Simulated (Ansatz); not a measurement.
**Relaxing random alloy of the bcc Mo-W line, x = 0.5 (54 atoms)**

Aim: bring random alloy of the bcc Mo-W line, x = 0.5 (54 atoms) to a nearby minimum of the energy and see what moves.

Main program and level: Ansatz 0.2.0; Kohn-Sham DFT, PBE, PAW (set soft_2), plane waves.

## Step 1: Set-up

The cell holds 54 atoms: 27 Mo and 27 W. Cell: a = 9.518 Å, b = 9.518 Å, c = 9.518 Å, α = 90.0°, β = 90.0°, γ = 90.0°. It derives from Mo (bcc Mo-W) and W, repeated 3×3×3. Bcc Mo-W: 54 atoms, 27 of 54 Mo sites given to W at random, cell and internal coordinates interpolated linearly between the end members (Vegard's rule); not relaxed, displaced by a Gaussian of 0.02 Å. Lattice constants are starting values near those of PBE.

Limits known from the start: The host structure and its lattice constant were typed by rule, without a check against the phase diagram. No spin–orbit coupling is included, so levels derived from the heavy atoms are approximate.

## Step 2: Single point at the start

A single point comes first, to see the forces before anything moves.

The input, input.yaml:

```yaml
crystal:
  lattice:
    - [9.5175, 0.0, 0.0]
    - [0.0, 9.5175, 0.0]
    - [0.0, 0.0, 9.5175]
  atoms:
    - { symbol: Mo, position: [0.00341, 0.99871, 0.99889] }
    - { symbol: W, position: [0.16441, 0.16849, 0.16183] }
    - { symbol: Mo, position: [0.00367, 0.9984, 0.334] }
    - { symbol: W, position: [0.16614, 0.16974, 0.49567] }
    - { symbol: W, position: [0.99932, 0.99919, 0.66905] }
    - { symbol: W, position: [0.16436, 0.1663, 0.83149] }
    - { symbol: W, position: [9.0e-05, 0.33456, 0.99769] }
    - { symbol: W, position: [0.16907, 0.50189, 0.16772] }
    - { symbol: Mo, position: [0.00189, 0.3319, 0.33308] }
    - { symbol: Mo, position: [0.1647, 0.49944, 0.50111] }
    - { symbol: Mo, position: [0.99855, 0.3325, 0.66522] }
    - { symbol: W, position: [0.16489, 0.49859, 0.83331] }
    - { symbol: Mo, position: [0.99765, 0.66716, 0.00349] }
    - { symbol: Mo, position: [0.16823, 0.83293, 0.1648] }
    - { symbol: Mo, position: [0.99843, 0.67022, 0.33344] }
    - { symbol: Mo, position: [0.16533, 0.83373, 0.50441] }
    - { symbol: Mo, position: [0.00025, 0.66796, 0.6673] }
    - { symbol: W, position: [0.16593, 0.83093, 0.8326] }
    - { symbol: W, position: [0.33289, 0.00123, 0.00176] }
    - { symbol: W, position: [0.50196, 0.16727, 0.16853] }
    - { symbol: Mo, position: [0.33175, 0.00263, 0.33441] }
    - { symbol: W, position: [0.49937, 0.16769, 0.49984] }
    - { symbol: Mo, position: [0.33571, 0.00319, 0.67126] }
    - { symbol: W, position: [0.49707, 0.16363, 0.83227] }
    - { symbol: W, position: [0.33367, 0.33517, 0.00066] }
    - { symbol: Mo, position: [0.49575, 0.49936, 0.16841] }
    - { symbol: Mo, position: [0.33382, 0.33493, 0.33287] }
    - { symbol: W, position: [0.49958, 0.50039, 0.50086] }
    - { symbol: W, position: [0.33375, 0.33358, 0.66526] }
    - { symbol: Mo, position: [0.50079, 0.50026, 0.83571] }
    - { symbol: W, position: [0.33585, 0.66706, 0.99921] }
    - { symbol: Mo, position: [0.49866, 0.83422, 0.16683] }
    - { symbol: Mo, position: [0.33261, 0.66676, 0.33203] }
    - { symbol: Mo, position: [0.50147, 0.83239, 0.50257] }
    - { symbol: Mo, position: [0.33418, 0.66791, 0.66437] }
    - { symbol: Mo, position: [0.50036, 0.83489, 0.83133] }
    - { symbol: W, position: [0.66611, 7.0e-05, 0.99711] }
    - { symbol: Mo, position: [0.834, 0.16844, 0.16486] }
    - { symbol: Mo, position: [0.6674, 0.99724, 0.33325] }
    - { symbol: Mo, position: [0.82994, 0.16902, 0.50086] }
    - { symbol: Mo, position: [0.66661, 0.99837, 0.66934] }
    - { symbol: W, position: [0.83747, 0.16276, 0.83593] }
    - { symbol: W, position: [0.67009, 0.33404, 0.99748] }
    - { symbol: W, position: [0.83515, 0.49962, 0.1654] }
    - { symbol: Mo, position: [0.66408, 0.33449, 0.335] }
    - { symbol: W, position: [0.83202, 0.50109, 0.4976] }
    - { symbol: W, position: [0.66835, 0.33343, 0.66627] }
    - { symbol: Mo, position: [0.83312, 0.50183, 0.83491] }
    - { symbol: Mo, position: [0.66778, 0.66696, 0.00016] }
    - { symbol: W, position: [0.83463, 0.83382, 0.1681] }
    - { symbol: W, position: [0.66601, 0.66155, 0.33552] }
    - { symbol: W, position: [0.83793, 0.83426, 0.49979] }
    - { symbol: W, position: [0.66638, 0.66642, 0.6667] }
    - { symbol: W, position: [0.83098, 0.83225, 0.83124] }
kpoints:
  mp_grid: { grid: [2, 2, 2] }
hamiltonian:
  xc: pbe
scf:
  occupations: { method: fermi_dirac, width: 0.1 }
output:
  forces: true
```

Launch:

```console
$ ansatz run input.yaml --threads 10 --pin off --max-ram 102400MiB --backend cuda --events-out ev --progress --plain --runs-dir out
```

Numbers of over 12 decimals in the logs are rounded to 6 here.

Log:

```text
Engine: ansatz 0.2.0, x86_64-unknown-linux-gnu
Pseudopotentials: kind: paw
Pseudopotential: Mo, paw, valence charge 14, recommended cutoff 420 eV (normal), Mo.paw.azcp
Pseudopotential: W, paw, valence charge 14, recommended cutoff 420 eV (normal), W.paw.azcp
[... 5 lines on functional and potentials left out ...]
device memory: the entry about to start is reckoned to put 23.0 GiB on a device that reports 78.6 GiB free
GPU FFT provider: cuFFT
GPU libraries: cuBLAS 13.8.2, cuFFT 12.4.0, cuSOLVER 12.3.4
Crystal: 54 atoms, lattice volume = 862.122 Å³
Basis set: ecut = 420 eV, 16831 PW (Γ), exchange–correlation on 128×128×128 points (8 copies of the dense FFT grid, shifted against one another)
Bands: 454, of which v1, the nominal top of the filled ones, is band 378 counted from 1 (377 counted from 0)
Symmetry: 1 space group operations
Space group: P1 (ITA 1), of the structure as read, at distance tolerance 9.5e-5 Å
k-points: 8
[... 5 lines on functional and potentials left out ...]
Initial density: superposition of atomic densities (neutral atoms: chi_scale 0, normalization atom), corrected by the library's trained network
Initial wavefunctions: pseudopotential atomic-orbital guess
GPU buffer pool allocated for 262144 grid points (all kernels)
GPU transforms: local potential and band sums: pruned to the plane-wave sphere, on 64×64×64
Functional: x = pbe(κ = 0.804, μ = 0.219515), c = pbe(β = 0.066725)
SCF iter   1: F=—  HF=-414203.725323 eV  |F-HF|=—  |Δ(HF+E_count)|=         —  Δρ=3.37e-3  dr2=3.75e-1  ethr=1.77e-3  ⟨swp⟩=4.4  Hψ=13231  notcnv=0
preconditioner: auto → Kerker (q_TF=auto, 2.669 Å⁻¹)  [metal: Δε(μ)=0.025 eV  Ē_g=4.605 eV  σ=0.100 eV  W_gap=0.06  n_scr=256 (ndim 8)  ℏωp=22.8 eV  f_vac=0.000  D(μ)=23.83/eV (n_scr^D=170)]
SCF iter   2: F=—  HF=-414203.703735 eV  |F-HF|=—  |Δ(HF+E_count)|=   2.16e-2  Δρ=1.82e-3  dr2=1.17e-1  ethr=4.96e-5  ⟨swp⟩=1.0  Hψ=4184  notcnv=0
SCF iter   3: F=—  HF=-414203.700506 eV  |F-HF|=—  |Δ(HF+E_count)|=   3.23e-3  Δρ=2.26e-4  dr2=1.53e-3  ethr=1.55e-5  ⟨swp⟩=2.0  Hψ=3777  notcnv=0
SCF iter   4: F=—  HF=-414203.696585 eV  |F-HF|=—  |Δ(HF+E_count)|=   3.92e-3  Δρ=5.53e-5  dr2=1.83e-4  ethr=2.03e-7  ⟨swp⟩=2.0  Hψ=4871  notcnv=0
SCF iter   5: F=—  HF=-414203.696564 eV  |F-HF|=—  |Δ(HF+E_count)|=   2.04e-5  Δρ=1.77e-5  dr2=4.82e-6  ethr=2.42e-8  ⟨swp⟩=2.0  Hψ=4359  notcnv=0
SCF iter   6: F=—  HF=-414203.702195 eV  |F-HF|=—  |Δ(HF+E_count)|=   5.63e-3  Δρ=3.63e-6  dr2=1.84e-7  ethr=6.38e-10  ⟨swp⟩=2.0  Hψ=5637  notcnv=0
SCF iter   7: F=-414203.702195 eV  HF=-414203.702195 eV  |F-HF|=5.12e-9  |Δ(HF+E_count)|=   1.80e-8  Δρ=6.23e-7  dr2=6.84e-9  ethr=1.32e-11  ⟨swp⟩=3.8  Hψ=9591  notcnv=0
SCF 1 converged in 7 iterations: F = -414203.702195 eV  dr2 = 6.84e-9
  greatest PAW one-centre occupation: 1.000 electrons in one spin orbital (limit 2), on the W atom at site 49 (counted from 0), in its partial waves of l = 0
SCF converged after 7 iterations
Free energy (F): -414203.702195 eV
Harris-Foulkes:  -414203.702195 eV  (|F-HF|=5.12e-9)
Internal energy: -414202.872445 eV  (E = F + TS)
E sigma→0 (E₀):  -414203.287320 eV
Entropy (-TS):   -0.829750 eV (-15.366 meV/atom)
Fermi energy:    21.516134 eV
--- Per-component energies (eV) ---
  E_band       = -3930.091974
  E_kinetic    = 24029.352622
  E_local      = -37907.139158  (includes V_loc(G=0)·N_el)
  E_nonlocal   = 3858.420529
  E_hartree    = 12983.690291
  E_xc         = -12157.806763
  E_vxc        = -12625.903262  (∫ρ·V_xc dr)
  E_paw        = -317615.489572  (= ΣΔE_a)
  E_vpaw       = -7252.200938  (= ΣTr[D̂ρ^β])
  E_aug_tail   = -0.000517  (compensation charges beyond the density's cutoff)
  E_ewald      = -87393.899876
  E_smearing   = -0.829750  (= −TS)
  E_closure    = -0.000000  (closes the sum)
  Σ components = -414203.702195   (vs F -414203.702195, Δ=0.00e0)
--- Forces (eV/Å), atoms counted from 1 ---
  atom   1  Mo    -0.47658531     0.02289244     0.28714124
  atom   2  W      0.43495301    -0.20704990     0.61677753
  atom   3  Mo    -0.48230118     0.35839887    -0.09838355
  atom   4  W      0.04203528    -0.49603517     0.47747188
  atom   5  W      0.22990830     0.16402353    -0.53869931
  atom   6  W      0.43626266     0.08973612     0.03447099
  atom   7  W      0.08831787    -0.05706750     0.33941143
  atom   8  W     -0.47112592    -0.09176477    -0.04588317
  atom   9  Mo    -0.38046188     0.33020832    -0.17459505
  atom  10  Mo     0.19325363     0.25107231    -0.14913320
  atom  11  Mo     0.16364131     0.20291548     0.05775415
  atom  12  W      0.25731225     0.32702379    -0.09078202
  atom  13  Mo     0.50672675    -0.02391975    -0.48737679
  atom  14  Mo    -0.10500047     0.14481165     0.34281591
[...]
atom  53  W      0.10468493    -0.01115248    -0.00048682
  atom  54  W      0.31084767    -0.00193228     0.47315534
  max |Σ_I F_I| component: 4.18e-6 eV/Å
```

It took 2.6 s on 1 × NVIDIA H100 80GB HBM3 with 10 threads of AMD EPYC 7R13 (Zen 3), shared host; peak memory 1.3 GiB; 6.3 s of CPU time.

That memory is the host's; the program planned up to 23 GiB on the GPU.

The run gave:

```
free energy            : -414203.7022 eV
free energy per atom   : -7670.4389 eV/atom
SCF cycles             : 7
r.m.s. force component : 0.3157 eV/Å
longest force          : 1.074 eV/Å
Fermi energy           : 21.52 eV
```

The r.m.s. force component of 0.32 eV/Å sets the starting point.

Length of the force by element:

```tsv
element	coordination	atoms	mean length of the force (eV/Å)	spread	least	most
Mo	all	27	0.504	0.191	0.210	1.02
W	all	27	0.496	0.247	0.105	1.07
```

## Step 3: Cell and atoms relaxed

Cell and atoms are freed together, to release stress as well as forces.

Changes to input.yaml since step 2:

```diff
@@ -15 +15,5 @@
   forces: true
+relax:
+  f_tol: 0.04
+  max_steps: 150
+  cell: {}
```

Log:

```text
[...]
GPU FFT provider: cuFFT
GPU libraries: cuBLAS 13.8.2, cuFFT 12.4.0, cuSOLVER 12.3.4
Crystal: 54 atoms, lattice volume = 862.122 Å³
Basis set: ecut = 420 eV, 16831 PW (Γ), exchange–correlation on 128×128×128 points (8 copies of the dense FFT grid, shifted against one another)
Bands: 454, of which v1, the nominal top of the filled ones, is band 378 counted from 1 (377 counted from 0)
Symmetry: 1 space group operations
[...]
k-points: 8
[...]
GPU buffer pool allocated for 262144 grid points (all kernels)
[...]
SCF iter   1: F=—  HF=-414203.725324 eV  |F-HF|=—  |Δ(HF+E_count)|=         —  Δρ=3.37e-3  dr2=3.75e-1  ethr=1.77e-3  ⟨swp⟩=4.4  Hψ=13231  notcnv=0
[...]
SCF iter   7: F=-414203.702195 eV  HF=-414203.702195 eV  |F-HF|=5.12e-9  |Δ(HF+E_count)|=   1.79e-8  Δρ=6.22e-7  dr2=6.84e-9  ethr=1.32e-11  ⟨swp⟩=3.5  Hψ=9596  notcnv=0
SCF 1 converged in 7 iterations: F = -414203.702195 eV  dr2 = 6.84e-9
[...]
relax step   1: F+E_penalty+E_count = -414203.70219478 eV  Δ(F+E_penalty+E_count) = +0.000e0 eV  max|allowed force component| = 8.635e-1 eV/Å  Δτ_max = 0.0000 Å  P = +0.083 GPa  Ω = 862.122 Å³  (7 SCF iters, dr2 threshold 1.00e-7 eV, accepted)
[...]
relax step   2: F+E_penalty+E_count = -414202.60247701 eV  Δ(F+E_penalty+E_count) = +1.100e0 eV  max|allowed force component| = 1.649e0 eV/Å  Δτ_max = 0.1901 Å  P = +1.921 GPa  Ω = 857.449 Å³  energy of the carried Pulay correction = +1.780e-3 eV  (6 SCF iters, dr2 threshold 5.40e-6 eV, rejected (line search))
[...]
relax step   3: F+E_penalty+E_count = -414204.14315606 eV  Δ(F+E_penalty+E_count) = -4.410e-1 eV  max|allowed force component| = 2.957e-2 eV/Å  Δτ_max = 0.0604 Å  P = +0.226 GPa  Ω = 860.835 Å³  energy of the carried Pulay correction = +4.891e-4 eV  (9 SCF iters, accepted)
[...]
relax step   4: F+E_penalty+E_count = -414204.14299022 eV  Δ(F+E_penalty+E_count) = +1.658e-4 eV  max|allowed force component| = 3.818e-3 eV/Å  Δτ_max = 0.0024 Å  P = -0.240 GPa  Ω = 862.265 Å³  energy of the carried Pulay correction = -5.443e-5 eV  (6 SCF iters, dr2 threshold 1.93e-7 eV, accepted)
[...]
relax step   5: F+E_penalty+E_count = -414204.14389753 eV  Δ(F+E_penalty+E_count) = -9.073e-4 eV  max|allowed force component| = 1.328e-3 eV/Å  Δτ_max = 0.0002 Å  P = -0.000 GPa  Ω = 861.529 Å³  energy of the carried Pulay correction = +2.253e-4 eV  (6 SCF iters, dr2 threshold 2.48e-7 eV, accepted)
[...]
relax step   6: F+E_penalty+E_count = -414204.14389753 eV  Δ(F+E_penalty+E_count) = -5.821e-11 eV  max|allowed force component| = 1.328e-3 eV/Å  Δτ_max = 0.0000 Å  P = -0.000 GPa  Ω = 861.529 Å³  stress off target by 5.93e-3 GPa  SCF on the basis re-selected at this cell (its energy is not comparable with the rows above)  (7 SCF iters)
basis re-selected at this cell: Δ(F+E_penalty+E_count) = -5.821e-11 eV, ΔP = -0.000 GPa vs the last step (what re-selecting the basis moved, of the pressure what is left beyond the Pulay correction that the steps carried, after the strain that the cell walked since its last selection, [...]
SCF converged after 7 iterations
Free energy (F): -414204.143898 eV
[...]
Internal energy: -414203.326361 eV  (E = F + TS)
E sigma→0 (E₀):  -414203.735129 eV
Entropy (-TS):   -0.817536 eV (-15.140 meV/atom)
Fermi energy:    21.538489 eV
[...]
--- Forces (eV/Å), atoms counted from 1 ---
  atom   1  Mo     0.00008378     0.00002126     0.00029639
  atom   2  W      0.00023133     0.00032744    -0.00025282
  atom   3  Mo     0.00054701    -0.00001959     0.00007384
  atom   4  W     -0.00008931     0.00023607     0.00052406
  atom   5  W      0.00054921    -0.00086017     0.00015205
  atom   6  W      0.00011423    -0.00025850     0.00002415
  atom   7  W     -0.00078926    -0.00024776    -0.00046828
  atom   8  W     -0.00041432    -0.00038943    -0.00032233
  atom   9  Mo     0.00000154    -0.00006003     0.00026626
  atom  10  Mo    -0.00044471     0.00014459     0.00031782
  atom  11  Mo    -0.00045339    -0.00038077     0.00057378
  atom  12  W     -0.00008502     0.00034543    -0.00003364
  atom  13  Mo    -0.00069043     0.00031003     0.00021561
  atom  14  Mo     0.00057536    -0.00011839    -0.00038411
[...]
atom  53  W     -0.00037802     0.00019044    -0.00004640
  atom  54  W     -0.00040824     0.00081015    -0.00027640
  max |Σ_I F_I| component: 8.11e-8 eV/Å
--- Stress (GPa, compression-positive) ---
        0.000831      -0.004720       0.001509
       -0.004720      -0.002348       0.000227
        0.001509       0.000227       0.000209
  P = ⅓ Tr σ = -0.0004 GPa (-0.004 kbar)
--- Band table (eV; the first three rows and the last of 8) ---
[...]
--- Relaxed structure (5 steps of the walk, 4 accepted, 1 SCFs on fresh bases) ---
  F+E_penalty+E_count = -414204.14389753 eV   max|allowed force component| = 1.328e-3 eV/Å   (the final SCF, on the basis selected at the relaxed cell)
  cell:  # Å, volume = 861.5288 Å³
    - [9.515543, 0.000315549, -8.633254409130746e-5]
    - [0.000315549, 9.515250, 6.0852422062848775e-5]
    - [-8.633254409130746e-5, 6.0852422062848775e-5, 9.515159]
  atoms:
    - { symbol: Mo, position: [0.000124322, 1.000023, 1.000345] }
    - { symbol: W, position: [0.166771, 0.166680, 0.167203] }
    - { symbol: Mo, position: [0.000111068, 1.000076, 0.333447] }
    - { symbol: W, position: [0.166882, 0.166773, 0.499660] }
[...]
- { symbol: W, position: [0.833442, 0.833289, 0.833531] }
```

Elapsed: 9.1 s, on 1 × NVIDIA H100 80GB HBM3 with 10 threads; peak memory 1.3 GiB.

That memory is the host's; the program planned up to 23 GiB on the GPU.

The program notes that the band table was not solved further than the SCF left it.

The steps of the relaxation:

```tsv
step	energy less that of the first step (eV)	largest force component (eV/Å)	pressure (GPa)	volume (Å³)
1	0.0000	0.8635	0.08	862.12
2	1.0997	1.6492	1.92	857.45
3	-0.4410	0.0296	0.23	860.83
4	-0.4408	0.0038	-0.24	862.27
5	-0.4417	0.0013	0.00	861.53
6*	-0.4417	0.0013	0.00	861.53
```

Relaxation steps marked * repeat the geometry before them on a plane-wave basis chosen anew for their cell, so energy and pressure can jump there. Relaxation step 2 was tried and not accepted.

```tsv
cell as run	before	after	change
a (Å)	9.518	9.516	-0.0 %
b (Å)	9.518	9.515	-0.0 %
c (Å)	9.518	9.515	-0.0 %
volume (Å³/atom)	15.97	15.95	-0.1 %
```

The atoms that moved most (Å, as changes of fractional coordinates times the final cell):

```tsv
atom	dx	dy	dz	length
Mo23	-0.023	-0.031	-0.047	0.061
W42	-0.038	0.037	-0.026	0.059
W2	0.022	-0.017	0.051	0.058
W51	0.004	0.053	-0.020	0.057
W4	0.007	-0.028	0.038	0.048
Mo16	0.016	-0.004	-0.043	0.046
Mo26	0.041	0.010	-0.015	0.045
W52	-0.043	-0.007	0.000	0.044
```

The relaxation changed the energy by -8.18 meV/atom, and atoms moved by 0.032 Å r.m.s., 0.061 Å at most.

## Step 4: Structure statistics after relaxation

Density 14.6 g/cm³, 15.95 Å³ an atom.

g(r), total and by pair (bins of 0.1 Å):

```tsv
r (Å)	total	Mo-Mo	Mo-W	W-W
2.65	0.00	0.00	0.00	0.00
2.75	13.60	13.90	13.40	13.70
2.85	0.00	0.00	0.00	0.00
2.95	0.00	0.00	0.00	0.00
3.05	0.00	0.00	0.00	0.00
3.15	7.56	7.46	7.65	7.46
3.25	0.00	0.00	0.00	0.00
3.35	0.00	0.00	0.00	0.00
3.45	0.00	0.00	0.00	0.00
3.55	0.00	0.00	0.00	0.00
3.65	0.00	0.00	0.00	0.00
3.75	0.00	0.00	0.00	0.00
3.85	0.00	0.00	0.00	0.00
3.95	0.00	0.00	0.00	0.00
4.05	0.00	0.00	0.00	0.00
4.15	0.00	0.00	0.00	0.00
4.25	0.00	0.00	0.00	0.00
4.35	0.00	0.00	0.00	0.00
4.45	7.61	7.70	7.51	7.70
4.55	0.00	0.00	0.00	0.00
4.65	0.00	0.00	0.00	0.00
4.75	0.00	0.00	0.00	0.00
4.85	0.00	0.00	0.00	0.00
4.95	0.00	0.00	0.00	0.00
5.05	0.00	0.00	0.00	0.00
5.15	0.00	0.00	0.00	0.00
5.25	11.00	9.87	12.00	9.87
5.35	0.00	0.00	0.00	0.00
5.45	3.26	3.33	3.36	3.01
5.55	0.12	0.00	0.09	0.31
5.65	0.00	0.00	0.00	0.00
5.75	0.00	0.00	0.00	0.00
5.85	0.00	0.00	0.00	0.00
5.95	0.00	0.00	0.00	0.00
6.05	0.00	0.00	0.00	0.00
6.15	0.00	0.00	0.00	0.00
6.25	0.00	0.00	0.00	0.00
6.35	1.90	1.88	1.93	1.88
6.45	0.00	0.00	0.00	0.00
6.55	0.00	0.00	0.00	0.00
6.65	0.00	0.00	0.00	0.00
6.75	0.00	0.00	0.00	0.00
6.85	0.00	0.00	0.00	0.00
6.95	6.35	6.75	5.96	6.75
```

(Continued in part 2 of 2.)

[Logs are printed without paths, hosts, clocks, repeated set-up lines and the standing remarks that a program may print on its own settings, such as how far it seeks lower states.]

[Hosts, paths, dates, database ids (printed as entryN), source tags and the programs' standing remarks are cut or masked in the printed files.]
